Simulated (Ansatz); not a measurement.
Here is an Ansatz 0.2.0 calculation.

File input.yaml:

```yaml
crystal:
  lattice:
    - [0.0, 2.325, 2.325]
    - [2.325, 0.0, 2.325]
    - [2.325, 2.325, 0.0]
  atoms:
    - { symbol: Hf, position: [0.5, 0.5, 0.5] }
    - { symbol: C, position: [0.0, 0.0, 0.0] }
kpoints:
  mp_grid: { grid: [7, 7, 7] }
  band_path:
    path:
      - [0.0, 0.0, 0.0]
      - [0.5, 0.0, 0.5]
      - [0.5, 0.25, 0.75]
      - [0.375, 0.375, 0.75]
      - [0.0, 0.0, 0.0]
      - [0.5, 0.5, 0.5]
      - [0.625, 0.25, 0.625]
      - [0.5, 0.25, 0.75]
    npoints: 10
scf:
  occupations: { method: fermi_dirac, width: 0.05 }
hamiltonian:
  xc: pbe
  pseudopotentials: { kind: all_electron, lapw: { basis_error: 0.001 } }
output:
  forces: true
  stress: true
  eigenvalues: true
```

Potentials or basis: all-electron LAPW, scalar-relativistic.

Command:

```sh
$ ansatz run input.yaml --threads 1 --pin off --max-ram 3072MiB --backend cpu --events-out ev --progress --plain --runs-dir out
```

Q: Predict the band gap along the path.

A: None (metal or under the smearing width).

Q: What does it give for the pressure?

A: 0.3 GPa.

Levels at the corners of the path, in eV from the Fermi level:
| point | band 21 | band 22 | band 23 | band 24 | band 25 | band 26 | band 27 | band 28 |
| --- | --- | --- | --- | --- | --- | --- | --- | --- |
| Γ | -10.91 | 1.15 | 1.15 | 1.15 | 1.46 | 1.46 | 1.46 | 3.46 |
| X | -10.34 | -2.53 | -1.70 | 0.02 | 0.02 | 5.37 | 6.80 | 6.80 |
| W | -9.51 | -2.89 | -2.63 | -2.63 | 3.76 | 3.76 | 6.82 | 7.14 |
| K | -9.60 | -3.42 | -2.66 | -1.55 | 1.67 | 5.85 | 6.24 | 8.29 |
| Γ | -10.91 | 1.15 | 1.15 | 1.15 | 1.46 | 1.46 | 1.46 | 3.46 |
| L | -8.35 | -6.07 | -2.92 | -2.92 | 5.38 | 5.38 | 5.84 | 6.66 |
| U | -9.60 | -3.42 | -2.66 | -1.55 | 1.67 | 5.85 | 6.24 | 8.29 |
| W | -9.51 | -2.89 | -2.63 | -2.63 | 3.76 | 3.76 | 6.82 | 7.14 |

Caveat: the k mesh is thin for a metal, which can move the energy by tens of meV per atom; spin-orbit coupling is left out, which moves the levels of the heavy elements.
